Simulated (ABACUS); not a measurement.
Input of an ABACUS 3.10.1 run:

run_abacus.py

```python
"""ABACUS run from a structure file: ASE reads it, the script writes STRU, KPT and INPUT."""
import re
import subprocess
from ase.io import read
from ase.units import Bohr

atoms = read("POSCAR")
atoms = atoms[(-atoms.numbers).argsort(kind="stable")]  # ABACUS lists atoms element by element
pseudo = {'Nb': 'Nb.upf'}
orbital = {}
magmoms = None
kmesh = [9, 9, 9]
params = {
    'suffix': 'Nb',
    'calculation': 'scf',
    'basis_type': 'pw',
    'pseudo_dir': './',
    'symmetry': 1,
    'dft_functional': 'GGA_X_AM05+GGA_C_AM05',
    'ecutwfc': 82,
    'pseudo_rcut': 10,
    'nspin': 1,
    'nbands': 17,
    'ks_solver': 'dav',
    'smearing_method': 'fd',
    'smearing_sigma': 0.00367493,
    'scf_thr': 1e-08,
    'scf_nmax': 100,
    'mixing_type': 'broyden',
    'mixing_beta': 0.7,
    'cal_force': 1,
    'cal_stress': 1,
    'out_chg': 1,
    'out_pot': 2,
    'out_elf': 1,
}

symbols = atoms.get_chemical_symbols()
elements = list(dict.fromkeys(symbols))
lines = ["ATOMIC_SPECIES"] + [f"{e} {atoms.get_masses()[symbols.index(e)]:.4f} {pseudo[e]}" for e in elements]
if orbital:
    lines += ["", "NUMERICAL_ORBITAL"] + [orbital[e] for e in elements]
lines += ["", "LATTICE_CONSTANT", f"{1 / Bohr:.10f}", "", "LATTICE_VECTORS"]
lines += [" ".join(f"{x:.10f}" for x in v) for v in atoms.cell]
lines += ["", "ATOMIC_POSITIONS", "Direct"]
for e in elements:
    lines += ["", e, "0.0", str(symbols.count(e))]
    for i, p in enumerate(atoms.get_scaled_positions(wrap=False)):
        if symbols[i] == e:
            mag = "" if magmoms is None else " mag " + " ".join(str(x) for x in (magmoms[i] if isinstance(magmoms[i], list) else [magmoms[i]]))
            lines.append(" ".join(f"{x:.10f}" for x in p) + " 1 1 1" + mag)
open("STRU", "w").write("\n".join(lines) + "\n")
open("KPT", "w").write("K_POINTS\n0\nGamma\n%d %d %d 0 0 0\n" % tuple(kmesh))
open("INPUT", "w").write("INPUT_PARAMETERS\n" + "".join(f"{k:<20s}{v}\n" for k, v in params.items()))

done = subprocess.run(['mpirun', '-np', '4', 'abacus'])
if done.returncode:
    raise SystemExit(done.returncode)
log = open("OUT.Nb/running_scf.log").read()
print("final energy (eV):", re.findall(r"FINAL_ETOT_IS (\S+)", log))
```

Contents of POSCAR:

```
Nb
1.0
   -1.6639500000      1.6639500000      1.6639500000
    1.6639500000     -1.6639500000      1.6639500000
    1.6639500000      1.6639500000     -1.6639500000
Nb
1
Direct
    0.0000000000      0.0000000000      0.0000000000
```

Potentials or basis: PseudoDojo NC SR 0.5 PBE standard, plane waves.

Launch:

```console
$ OMP_NUM_THREADS=1 python run_abacus.py > log
```

Question: Predict the pressure.

Answer: -8.9 GPa.

Question: Estimate the band gap on the k mesh.

Answer: None (metal or under the smearing width).

Caveat: the potentials were made for another functional, which shifts forces and pressure.
